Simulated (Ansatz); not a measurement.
# armchair WS2 nanoribbon (N = 9, bare edges): bands under strain

Aim: is the armchair WS2 nanoribbon (N = 9, bare edges) a metal or a semiconductor?

Method: DFT PBE, plane waves, PAW; relaxation of a wire's period, in the first sound run; inputs show where later runs differ, in Ansatz 0.2.0.

## Step 1: Set-up

The cell holds 27 atoms: 9 W and 18 S. Cell: a = 19.720 Å, b = 10.140 Å, c = 5.508 Å, α = 90.0°, β = 90.0°, γ = 90.0°. Vacuum lies along a and b. The structure's axis is c.

## Step 2: The relaxed wire

Band widths follow the bond lengths, so the wire is relaxed first. The atoms and the third cell vector are free; the box across stays fixed as vacuum. Moments are seeded so that a magnetic state can form if it lies lower. A Fermi-Dirac smearing is set since the result may be a metal. The pressure printed is a third of the stress's trace over the whole box, vacuum included; only the stress along the axis is relaxed.

input.yaml

```yaml
crystal:
  lattice:
    - [19.72, 0.0, 0.0]
    - [0.0, 10.14, 0.0]
    - [0.0, 0.0, 5.5079215681]
  atoms:
    - { symbol: W, position: [0.177484787, 0.5, 0.0], spin: 0.3 }
    - { symbol: W, position: [0.338742394, 0.5, 0.0] }
    - { symbol: W, position: [0.5, 0.5, 0.0] }
    - { symbol: W, position: [0.661257606, 0.5, 0.0] }
    - { symbol: W, position: [0.822515213, 0.5, 0.0], spin: 0.3 }
    - { symbol: S, position: [0.177484787, 0.654832347, 0.333333333] }
    - { symbol: S, position: [0.177484787, 0.345167653, 0.333333333] }
    - { symbol: S, position: [0.338742394, 0.654832347, 0.333333333] }
    - { symbol: S, position: [0.338742394, 0.345167653, 0.333333333] }
    - { symbol: S, position: [0.5, 0.654832347, 0.333333333] }
    - { symbol: S, position: [0.5, 0.345167653, 0.333333333] }
    - { symbol: S, position: [0.661257606, 0.654832347, 0.333333333] }
    - { symbol: S, position: [0.661257606, 0.345167653, 0.333333333] }
    - { symbol: S, position: [0.822515213, 0.654832347, 0.333333333] }
    - { symbol: S, position: [0.822515213, 0.345167653, 0.333333333] }
    - { symbol: W, position: [0.25811359, 0.5, 0.5] }
    - { symbol: W, position: [0.419371197, 0.5, 0.5] }
    - { symbol: W, position: [0.580628803, 0.5, 0.5] }
    - { symbol: W, position: [0.74188641, 0.5, 0.5] }
    - { symbol: S, position: [0.25811359, 0.654832347, 0.833333333] }
    - { symbol: S, position: [0.25811359, 0.345167653, 0.833333333] }
    - { symbol: S, position: [0.419371197, 0.654832347, 0.833333333] }
    - { symbol: S, position: [0.419371197, 0.345167653, 0.833333333] }
    - { symbol: S, position: [0.580628803, 0.654832347, 0.833333333] }
    - { symbol: S, position: [0.580628803, 0.345167653, 0.833333333] }
    - { symbol: S, position: [0.74188641, 0.654832347, 0.833333333] }
    - { symbol: S, position: [0.74188641, 0.345167653, 0.833333333] }
magnetization:
  spin_polarized: true
kpoints:
  mp_grid: { grid: [1, 1, 15] }
scf:
  occupations: { method: fermi_dirac, width: 0.05 }
hamiltonian:
  xc: pbe
relax:
  cell: { fix: [a, b, alpha, beta, gamma] }
  max_steps: 45
  f_tol: 0.03
```

Started as:

```sh
$ ansatz run input.yaml --threads 4 --pin off --max-ram 16384MiB --backend cpu --events-out ev --progress --plain --runs-dir out
```

Numbers of over 12 decimals in the logs are rounded to 6 here.

The log of the run:

```text
Engine: ansatz 0.2.0, aarch64-unknown-linux-gnu
Pseudopotentials: kind: paw
Pseudopotential: W, paw, valence charge 14, recommended cutoff 420 eV (normal), W.paw.azcp
Pseudopotential: S, paw, valence charge 6, recommended cutoff 420 eV (normal), S.paw.azcp
Functional definition: PBE
  parameter kappa = 0.804
  parameter beta = 0.066725
  exchange = pbe_x(kappa = kappa, mu = beta*pi^2/3)
  correlation = pbe_c(beta = beta)
Crystal: 27 atoms, lattice volume = 1101.368 Å³
Basis set: ecut = 420 eV, 21483 PW (Γ), exchange–correlation on 270×144×80 points (8 copies of the dense FFT grid, shifted against one another)
Bands: 145, of which v1, the nominal top of the filled ones, is band 117 counted from 1 (116 counted from 0)
Symmetry: 4 space group operations
Space group: Pmm2 (ITA 25), of the structure as read, at distance tolerance 1.0e-4 Å
Magnetic group: BNS 25.57 (UNI 155), of the structure as read, at distance tolerance 1.0e-4 Å
k-points: 8 of 15 (time reversal used)
Non-local potential: W, projectors of the file, l = 0: 3, l = 1: 2, l = 2: 2, l = 3: 1
Non-local potential: S, projectors of the file, l = 0: 2, l = 1: 2, l = 2: 2
PAW form: soft (Blöchl's): semilocal exchange-correlation on the pseudo side does not see the compensation charge
PAW one-centre angular grid: W, 590 points (default); XC on 64 Gauss nodes
PAW one-centre angular grid: S, 110 points (default); XC on 64 Gauss nodes
Initial density: superposition of atomic densities (neutral atoms: chi_scale 0, normalization atom)
Starting moments: Σ|m| = 0.6 μB on 2 of 27 sites
Initial wavefunctions: pseudopotential atomic-orbital guess
Functional: x = pbe(κ = 0.804, μ = 0.219515), c = pbe(β = 0.066725)
SCF iter   1: F=—  HF=-109719.361690 eV  |F-HF|=—  |Δ(HF+E_count)|=         —  Δρ=1.80e-2 (↑1.80e-2 ↓1.74e-2)  dr2=2.41e1  dr2_m=1.12e-2  M=0.024 μB ∫|m|=0.507 μB  β_m=0.30  ethr=3.10e-3  ⟨swp⟩=8.3  Hψ=10634  notcnv=0
Mixer restart at iter 1: flushing history
preconditioner: auto → Resta (q_TF=auto, 2.108 Å⁻¹)  ε∞=4.0  [insulator: Δε(μ)=0.272 eV  Ē_g=8.221 eV  σ=0.050 eV  W_gap=0.88  n_scr=168 (ndim 8)  ℏωp=14.2 eV  f_vac=0.475  D(μ)=0.52/eV (n_scr^D=0)  ε∞_Penn≈4.0  vacuum switching on, ρ_ref=4.9e-3 e/Å³]
spin=Collinear: Resta preconditioning applied to the charge; magnetization (m = ρ↑ − ρ↓) channel mixes plain (no charge-response kernel on spin).
SCF iter   2: F=—  HF=-109714.969891 eV  |F-HF|=—  |Δ(HF+E_count)|=    4.39e0  Δρ=1.07e-2 (↑1.07e-2 ↓1.06e-2)  dr2=7.32e0  dr2_m=5.04e-3  M=0.060 μB ∫|m|=0.483 μB  β_m=0.45  ethr=3.10e-3  ⟨swp⟩=3.0  Hψ=3888  notcnv=0  defer=224
SCF iter   3: F=—  HF=-109713.240287 eV  |F-HF|=—  |Δ(HF+E_count)|=    1.73e0  Δρ=4.33e-3 (↑4.16e-3 ↓4.33e-3)  dr2=8.51e-1  dr2_m=1.13e-3  M=0.123 μB ∫|m|=0.420 μB  β_m=0.59  ethr=3.10e-3  ⟨swp⟩=2.7  Hψ=3635  notcnv=0  defer=238
SCF iter   4: F=—  HF=-109713.349471 eV  |F-HF|=—  |Δ(HF+E_count)|=   1.09e-1  Δρ=1.73e-3 (↑1.73e-3 ↓1.64e-3)  dr2=3.41e-1  dr2_m=4.67e-4  M=0.094 μB ∫|m|=0.357 μB  β_m=0.55  ethr=3.63e-4  ⟨swp⟩=3.0  Hψ=4012  notcnv=0  defer=248
SCF iter   5: F=—  HF=-109713.324636 eV  |F-HF|=—  |Δ(HF+E_count)|=   2.48e-2  Δρ=8.51e-4 (↑8.40e-4 ↓8.51e-4)  dr2=6.63e-2  dr2_m=2.52e-4  M=0.101 μB ∫|m|=0.329 μB  β_m=0.57  ethr=1.46e-4  ⟨swp⟩=2.9  Hψ=3361  notcnv=0  defer=248
SCF iter   6: F=—  HF=-109713.325735 eV  |F-HF|=—  |Δ(HF+E_count)|=         —  Δρ=4.75e-4 (↑4.71e-4 ↓4.75e-4)  dr2=1.53e-2  dr2_m=7.22e-4  M=0.065 μB ∫|m|=0.230 μB  β_m=0.57  ethr=2.83e-5  ⟨swp⟩=2.0  Hψ=3617  notcnv=0  defer=250
SCF iter   7: F=—  HF=-109713.325934 eV  |F-HF|=—  |Δ(HF+E_count)|=   1.99e-4  Δρ=2.57e-4 (↑2.57e-4 ↓1.97e-4)  dr2=3.33e-3  dr2_m=2.86e-4  M=0.055 μB ∫|m|=0.189 μB  β_m=0.65  ethr=6.55e-6  ⟨swp⟩=2.0  Hψ=3294  notcnv=0  defer=248
SCF iter   8: F=—  HF=-109713.326568 eV  |F-HF|=—  |Δ(HF+E_count)|=   6.34e-4  Δρ=1.86e-4 (↑1.59e-4 ↓1.86e-4)  dr2=2.79e-3  dr2_m=1.57e-4  M=0.048 μB ∫|m|=0.160 μB  β_m=0.65  ethr=1.42e-6  ⟨swp⟩=2.0  Hψ=3298  notcnv=0  defer=249
SCF iter   9: F=—  HF=-109713.326636 eV  |F-HF|=—  |Δ(HF+E_count)|=   6.80e-5  Δρ=1.18e-4 (↑1.07e-4 ↓1.18e-4)  dr2=5.82e-4  dr2_m=8.22e-5  M=0.039 μB ∫|m|=0.127 μB  β_m=0.65  ethr=1.19e-6  ⟨swp⟩=1.8  Hψ=2364  notcnv=0  defer=249
SCF iter  10: F=—  HF=-109713.326711 eV  |F-HF|=—  |Δ(HF+E_count)|=   7.46e-5  Δρ=6.64e-5 (↑6.64e-5 ↓6.56e-5)  dr2=6.34e-5  dr2_m=3.89e-5  M=0.030 μB ∫|m|=0.097 μB  β_m=0.79  ethr=2.49e-7  ⟨swp⟩=2.0  Hψ=3297  notcnv=0  defer=249
SCF iter  11: F=—  HF=-109713.326805 eV  |F-HF|=—  |Δ(HF+E_count)|=   9.44e-5  Δρ=5.53e-5 (↑4.99e-5 ↓5.53e-5)  dr2=1.24e-4  dr2_m=1.84e-5  M=0.022 μB ∫|m|=0.071 μB  β_m=0.79  ethr=2.71e-8  ⟨swp⟩=2.7  Hψ=4285  notcnv=0  defer=249
SCF iter  12: F=—  HF=-109713.326845 eV  |F-HF|=—  |Δ(HF+E_count)|=   3.98e-5  Δρ=3.09e-5 (↑2.66e-5 ↓3.09e-5)  dr2=9.32e-6  dr2_m=7.61e-6  M=0.015 μB ∫|m|=0.046 μB  β_m=0.89  ethr=2.71e-8  ⟨swp⟩=2.2  Hψ=4110  notcnv=0  defer=249
SCF iter  13: F=—  HF=-109713.326883 eV  |F-HF|=—  |Δ(HF+E_count)|=   3.84e-5  Δρ=1.99e-5 (↑1.99e-5 ↓1.25e-5)  dr2=1.80e-5  dr2_m=1.31e-6  M=0.006 μB ∫|m|=0.020 μB  β_m=0.89  ethr=3.98e-9  ⟨swp⟩=3.2  Hψ=5114  notcnv=0  defer=249
SCF iter  14: F=—  HF=-109713.326889 eV  |F-HF|=—  |Δ(HF+E_count)|=   5.81e-6  Δρ=1.01e-5 (↑9.15e-6 ↓1.01e-5)  dr2=8.66e-6  dr2_m=3.77e-7  M=0.003 μB ∫|m|=0.010 μB  β_m=0.77  ethr=3.98e-9  ⟨swp⟩=2.6  Hψ=4211  notcnv=0  defer=249
SCF iter  15: F=—  HF=-109713.326890 eV  |F-HF|=—  |Δ(HF+E_count)|=   1.07e-6  Δρ=5.09e-6 (↑5.09e-6 ↓4.56e-6)  dr2=1.47e-6  dr2_m=1.11e-7  M=0.002 μB ∫|m|=0.005 μB  β_m=0.71  ethr=3.70e-9  ⟨swp⟩=2.0  Hψ=4090  notcnv=0  defer=249
SCF iter  16: F=—  HF=-109713.326890 eV  |F-HF|=—  |Δ(HF+E_count)|=   3.78e-7  Δρ=2.18e-6 (↑2.18e-6 ↓2.09e-6)  dr2=1.19e-7  dr2_m=3.41e-8  M=0.001 μB ∫|m|=0.002 μB  β_m=0.85  ethr=6.30e-10  ⟨swp⟩=2.2  Hψ=4110  notcnv=0  defer=249
SCF iter  17: F=—  HF=-109713.326891 eV  |F-HF|=—  |Δ(HF+E_count)|=   1.84e-7  Δρ=1.32e-6 (↑1.32e-6 ↓1.20e-6)  dr2=9.56e-8  dr2_m=7.86e-9  M=0.000 μB ∫|m|=0.001 μB  β_m=0.76  ethr=5.07e-11  ⟨swp⟩=3.0  Hψ=4523  notcnv=0  defer=249
SCF iter  18: F=—  HF=-109713.326891 eV  |F-HF|=—  |Δ(HF+E_count)|=   1.79e-8  Δρ=8.20e-7 (↑7.95e-7 ↓8.20e-7)  dr2=3.09e-8  dr2_m=4.09e-9  M=0.000 μB ∫|m|=0.001 μB  β_m=0.74  ethr=4.08e-11  ⟨swp⟩=2.0  Hψ=4093  notcnv=0  defer=249
SCF iter  19: F=—  HF=-109713.326891 eV  |F-HF|=—  |Δ(HF+E_count)|=   1.11e-8  Δρ=3.90e-7 (↑3.90e-7 ↓3.59e-7)  dr2=4.90e-9  dr2_m=1.07e-9  M=0.000 μB ∫|m|=0.000 μB  β_m=0.87  ethr=1.32e-11  ⟨swp⟩=2.2  Hψ=4106  notcnv=0  defer=249
[...]
SCF iter   5: F=—  HF=-109714.585478 eV  |F-HF|=—  |Δ(HF+E_count)|=  9.90e-10  Δρ=8.57e-8 (↑7.49e-8 ↓8.57e-8)  dr2=3.95e-10  dr2_m=1.99e-12  M=-0.000 μB ∫|m|=0.000 μB  β_m=0.83  ethr=1.62e-12  ⟨swp⟩=2.0  Hψ=3423  notcnv=0
SCF iter   6: F=—  HF=-109714.585478 eV  |F-HF|=—  |Δ(HF+E_count)|=  1.46e-11  Δρ=6.54e-8 (↑6.54e-8 ↓5.98e-8)  dr2=6.88e-10  dr2_m=5.41e-13  M=-0.000 μB ∫|m|=0.000 μB  β_m=0.66  ethr=1.00e-12  ⟨swp⟩=2.0  Hψ=2984  notcnv=0
SCF iter   7: F=—  HF=-109714.585478 eV  |F-HF|=—  |Δ(HF+E_count)|=  4.37e-11  Δρ=1.83e-8 (↑1.83e-8 ↓1.50e-8)  dr2=2.93e-11  dr2_m=3.53e-13  M=-0.000 μB ∫|m|=0.000 μB  β_m=0.71  ethr=1.00e-12  ⟨swp⟩=1.0  Hψ=2320  notcnv=0
SCF iter   8: F=-109714.585478 eV  HF=-109714.585478 eV  |F-HF|=8.73e-11  |Δ(HF+E_count)|=  5.82e-11  Δρ=2.61e-8 (↑2.61e-8 ↓2.15e-8)  dr2=6.93e-11  dr2_m=1.29e-13  M=-0.000 μB ∫|m|=0.000 μB  ethr=1.00e-12  ⟨swp⟩=2.3  Hψ=5956  notcnv=0
the starting moments were not kept: the SCF closed with an absolute magnetisation of 2.7e-6 μB, where they sum to 0.6 μB in size (2 sites). That is at most 0.1 of that sum. Measured as dr2_m measures the in/out step, that magnetisation stands 2.3e-13 eV from none, at or under the dr2_threshold of 2.7e-10 eV: it is no larger than a step whose dr2_m would equal this threshold.
SCF 7 converged in 8 iterations: F = -109714.585478 eV  dr2 = 6.93e-11
  greatest PAW one-centre occupation: 1.000 electrons in one spin orbital (limit 2), on the W atom at site 15 (counted from 0), in its partial waves of l = 0
relax step   7: F+E_penalty+E_count = -109714.58547750 eV  Δ(F+E_penalty+E_count) = +3.420e-4 eV  max|allowed force component| = 1.291e-2 eV/Å  Δτ_max = 0.0000 Å  P = +0.020 GPa  Ω = 1096.254 Å³  fix = [a, b, alpha, beta, gamma]  reactions: a +0.003, b +0.053 GPa  stress off target by 5.13e-3 GPa on what of the cell is left free  SCF on the basis re-selected at this cell (its energy is not comparable with the rows above)  (8 SCF iters)
basis re-selected at this cell: Δ(F+E_penalty+E_count) = +3.420e-4 eV, ΔP = +0.000 GPa vs the last step (what re-selecting the basis moved, of the pressure what is left beyond the Pulay correction that the steps carried, after the strain that the cell walked since its last selection, with what the two solves' SCF thresholds leave and, on support functions, any second-order correction that the steps lacked; it is no m [...]
SCF converged after 8 iterations
Magnetization: -0.0000 μB (117.0000 up, 117.0000 down)
Absolute magnetization: 0.0000 μB (∫|ρ↑−ρ↓|, with the PAW one-centre terms)
Spin contamination: 0.0000 ħ² per cell (⟨S²⟩ above its minimum at these occupations)
Per-site moments (μB) at R_I (Å): [(-2.634484093127059e-7, 0.942271), (8.604738920065317e-8, 0.996032), (-1.5981278947534054e-8, 0.995768), (8.604738911595944e-8, 0.996032), (-2.6344840927398243e-7, 0.942271), (3.571872956612125e-8, 0.942271), (3.5718729419637155e-8, 0.942271), (-1.5046880150756076e-8, 0.999441), (-1.5046880352609202e-8, 0.999441), (1.447843110840459e-9, 0.995768), (1.447842971874189e-9, 0.995768), ( [...]
Free energy (F): -109714.585478 eV
Harris-Foulkes:  -109714.585478 eV  (|F-HF|=8.73e-11)
Internal energy: -109714.579409 eV  (E = F + TS)
E sigma→0 (E₀):  -109714.582443 eV
Entropy (-TS):   -0.006068 eV (-0.225 meV/atom)
Fermi energy:    2.183940 eV
--- Per-component energies (eV) ---
  E_band       = -3841.197048
  E_kinetic    = 5974.587487
  E_local      = -65430.925675  (includes V_loc(G=0)·N_el)
  E_nonlocal   = 518.866107
  E_hartree    = 30014.207012
  E_xc         = -4146.086914
  E_vxc        = -3716.790270  (∫ρ·V_xc dr)
  E_paw        = -87867.912507  (= ΣΔE_a)
  E_vpaw       = -1215.348047  (= ΣTr[D̂ρ^β])
  E_aug_tail   = -0.000525  (compensation charges beyond the density's cutoff)
  E_ewald      = 11222.685607
  E_smearing   = -0.006068  (= −TS)
  E_closure    = 0.000000  (closes the sum)
  Σ components = -109714.585478   (vs F -109714.585478, Δ=0.00e0)
--- Forces (eV/Å), atoms counted from 1 ---
  atom   1  W     -0.00316949     0.00000000     0.00926039
  atom   2  W      0.00128582    -0.00000000    -0.00152110
  atom   3  W      0.00000000    -0.00000000    -0.00097309
  atom   4  W     -0.00128582     0.00000000    -0.00152110
  atom   5  W      0.00316949    -0.00000000     0.00926039
  atom   6  S     -0.00201958     0.00435788    -0.00337156
  atom   7  S     -0.00201958    -0.00435788    -0.00337156
  atom   8  S     -0.00272908     0.00524801    -0.00074719
  atom   9  S     -0.00272908    -0.00524801    -0.00074719
  atom  10  S     -0.00000000     0.00125860    -0.00113862
  atom  11  S      0.00000000    -0.00125860    -0.00113862
  atom  12  S      0.00272908     0.00524801    -0.00074719
  atom  13  S      0.00272908    -0.00524801    -0.00074719
  atom  14  S      0.00201958     0.00435788    -0.00337156
  atom  15  S      0.00201958    -0.00435788    -0.00337156
  atom  16  W      0.01290537    -0.00000000     0.00109176
  atom  17  W     -0.00294291    -0.00000000    -0.00496614
  atom  18  W      0.00294291    -0.00000000    -0.00496614
  atom  19  W     -0.01290537     0.00000000     0.00109176
  atom  20  S      0.00030263     0.00173287     0.00078546
  atom  21  S      0.00030263    -0.00173287     0.00078546
  atom  22  S     -0.00073950    -0.00157529     0.00221242
  atom  23  S     -0.00073950     0.00157529     0.00221242
  atom  24  S      0.00073950    -0.00157529     0.00221242
  atom  25  S      0.00073950     0.00157529     0.00221242
  atom  26  S     -0.00030263     0.00173287     0.00078546
  atom  27  S     -0.00030263    -0.00173287     0.00078546
  max |Σ_I F_I| component: 3.96e-6 eV/Å
--- Stress (GPa, compression-positive) ---
        0.002592      -0.000000      -0.000000
       -0.000000       0.053386       0.000000
       -0.000000       0.000000       0.005131
  P = ⅓ Tr σ = 0.0204 GPa (0.204 kbar)
--- Relaxed structure (6 steps of the walk, 6 accepted, 1 SCFs on fresh bases) ---
  F+E_penalty+E_count = -109714.58547750 eV   max|allowed force component| = 1.291e-2 eV/Å   (the final SCF, on the basis selected at the relaxed cell)
  cell:  # Å, volume = 1096.2536 Å³
    - [19.72, 0.0, 0.0]
    - [0.0, 10.14, 0.0]
    - [0.0, 0.0, 5.482343]
  atoms:
    - { symbol: W, position: [0.190103, 0.5, 0.031378] }
    - { symbol: W, position: [0.337766, 0.5, -0.00786621] }
    - { symbol: W, position: [0.500000, 0.5, 0.00125937] }
    - { symbol: W, position: [0.662234, 0.5, -0.00786621] }
    - { symbol: W, position: [0.809897, 0.5, 0.031378] }
    - { symbol: S, position: [0.171417, 0.656785, 0.322925] }
    - { symbol: S, position: [0.171417, 0.343215, 0.322925] }
    - { symbol: S, position: [0.336230, 0.651218, 0.334271] }
    - { symbol: S, position: [0.336230, 0.348782, 0.334271] }
    - { symbol: S, position: [0.500000, 0.655864, 0.334088] }
    - { symbol: S, position: [0.500000, 0.344136, 0.334088] }
    - { symbol: S, position: [0.663770, 0.651218, 0.334271] }
    - { symbol: S, position: [0.663770, 0.348782, 0.334271] }
    - { symbol: S, position: [0.828583, 0.656785, 0.322925] }
    - { symbol: S, position: [0.828583, 0.343215, 0.322925] }
    - { symbol: W, position: [0.252163, 0.5, 0.510925] }
    - { symbol: W, position: [0.419457, 0.5, 0.500420] }
    - { symbol: W, position: [0.580543, 0.5, 0.500420] }
    - { symbol: W, position: [0.747837, 0.5, 0.510925] }
    - { symbol: S, position: [0.258757, 0.661462, 0.824371] }
    - { symbol: S, position: [0.258757, 0.338538, 0.824371] }
    - { symbol: S, position: [0.419417, 0.655395, 0.833645] }
    - { symbol: S, position: [0.419417, 0.344605, 0.833645] }
    - { symbol: S, position: [0.580583, 0.655395, 0.833645] }
    - { symbol: S, position: [0.580583, 0.344605, 0.833645] }
    - { symbol: S, position: [0.741243, 0.661462, 0.824371] }
    - { symbol: S, position: [0.741243, 0.338538, 0.824371] }
```

Elapsed: 13 min, on 4 threads of Arm Neoverse V2, shared host; peak memory 3.9 GiB.

Step by step:

```tsv
step	energy less that of the first step (eV)	largest force component (eV/Å)	pressure (GPa)	volume (Å³)
1	0.0000	2.3866	-0.87	1101.37
2	-1.0230	0.6663	0.26	1093.05
3	-1.2295	0.2342	0.11	1097.85
4	-1.2487	0.1004	0.07	1094.91
5	-1.2558	0.0859	-0.01	1096.19
6	-1.2589	0.0130	0.02	1096.25
7*	-1.2586	0.0129	0.02	1096.25
```

Relaxation steps marked * repeat the geometry before them on a plane-wave basis chosen anew for their cell, so energy and pressure can jump there.

Forces are held to the 4 operations that the run works with; a distortion that breaks them can't arise in this run.

```tsv
cell as run	before	after	change
c (Å)	5.508	5.482	-0.5 %
```

The atoms that moved most (Å, along periodic axes as changes of fractional coordinates times the final cell, across vacuum about the mean position):

```tsv
atom	dx	dy	dz	length
W5	-0.249	0.000	0.172	0.302
W1	0.249	0.000	0.172	0.302
S14	0.120	0.020	-0.057	0.134
S15	0.120	-0.020	-0.057	0.134
S7	-0.120	-0.020	-0.057	0.134
S6	-0.120	0.020	-0.057	0.134
W19	0.117	0.000	0.060	0.132
W16	-0.117	0.000	0.060	0.132
```

Final coordinates:

```cif
data_structure
_symmetry_space_group_name_H-M 'P 1'
_symmetry_Int_Tables_number 1
_cell_length_a 19.7200
_cell_length_b 10.1400
_cell_length_c 5.4823
_cell_angle_alpha 90.000
_cell_angle_beta 90.000
_cell_angle_gamma 90.000
_cell_volume 1096.25
loop_
_atom_site_label
_atom_site_type_symbol
_atom_site_fract_x
_atom_site_fract_y
_atom_site_fract_z
_atom_site_occupancy
W1 W 0.19010 0.50000 0.03138 1
W2 W 0.33777 0.50000 0.99213 1
W3 W 0.50000 0.50000 0.00126 1
W4 W 0.66223 0.50000 0.99213 1
W5 W 0.80990 0.50000 0.03138 1
S6 S 0.17142 0.65678 0.32293 1
S7 S 0.17142 0.34322 0.32293 1
S8 S 0.33623 0.65122 0.33427 1
S9 S 0.33623 0.34878 0.33427 1
S10 S 0.50000 0.65586 0.33409 1
S11 S 0.50000 0.34414 0.33409 1
S12 S 0.66377 0.65122 0.33427 1
S13 S 0.66377 0.34878 0.33427 1
S14 S 0.82858 0.65678 0.32293 1
S15 S 0.82858 0.34322 0.32293 1
W16 W 0.25216 0.50000 0.51093 1
W17 W 0.41946 0.50000 0.50042 1
W18 W 0.58054 0.50000 0.50042 1
W19 W 0.74784 0.50000 0.51093 1
S20 S 0.25876 0.66146 0.82437 1
S21 S 0.25876 0.33854 0.82437 1
S22 S 0.41942 0.65539 0.83365 1
S23 S 0.41942 0.34461 0.83365 1
S24 S 0.58058 0.65539 0.83365 1
S25 S 0.58058 0.34461 0.83365 1
S26 S 0.74124 0.66146 0.82437 1
S27 S 0.74124 0.33854 0.82437 1
```

This step gave:

| Property | Result |
| --- | --- |
| energy at zero smearing | -109714.5824 eV |
| cell length along the wire | 5.482 Å |

The cell's length comes to 5.482 Å with no moment.

[end of part 1 of 3]

[Logs are printed without paths, hosts, clocks, repeated set-up lines and the standing remarks that a program may print on its own settings, such as how far it seeks lower states.]

[Hosts, paths, dates, database ids (printed as entryN), source tags and the programs' standing remarks are cut or masked in the printed files.]
